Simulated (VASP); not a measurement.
## A VASP 6.6.1 single-point calculation on ZnS

INCAR

```
LREAL = .FALSE.
PREC = Accurate
LCHARG = .FALSE.
NSW = 0
GGA = PE
ISMEAR = -1
ENCUT = 520
LWAVE = .FALSE.
SIGMA = 0.02
NBANDS = 16
IBRION = -1
ISIF = 2
EDIFF = 1E-7
LASPH = .TRUE.
NELM = 95
```

KPOINTS

```
KPOINTS created by Atomic Simulation Environment
0
Gamma
8 8 8
0 0 0
```

POSCAR

```
Zn S
 1.0000000000000000
     2.7057750000000000    0.1194530000000000    2.7057750000000000
     0.1194530000000000    2.7057750000000000    2.7057750000000000
     2.7057750000000000    2.7057750000000000    0.1194530000000000
 Zn  S
   1   1
Cartesian
  0.0237799204860117  0.0237799204860117  0.0237799204860117
  1.3589708295139891  1.3589708295139891  1.3589708295139888
```

The recommended PBE PAW datasets give the neutral cell 18 valence electrons.

Command

```
mpirun -np 1 vasp_std
```

Standard output (part)

```
|     EEEEEEE  RRRRRR   RRRRRR   OOOOOOO  RRRRRR      ###     ###     ###     |
|     E        R     R  R     R  O     O  R     R     ###     ###     ###     |
|     E        R     R  R     R  O     O  R     R     ###     ###     ###     |
|     EEEEE    RRRRRR   RRRRRR   O     O  RRRRRR       #       #       #      |
|     E        R    R   R    R   O     O  R    R      ###     ###     ###     |
|     EEEEEEE  R     R  R     R  OOOOOOO  R     R     ###     ###     ###     |
|     ERROR: the triple product of the basis vectors is negative exchange     |
|     two basis vectors                                                       |
|       ---->  I REFUSE TO CONTINUE WITH THIS SICK JOB ... BYE!!! <----       |
```

VASP stopped before the first electronic step.

The fault: left-handed cell vectors.

The run took about 0.8 s on one core of a shared host (Intel Xeon Platinum 8488C).
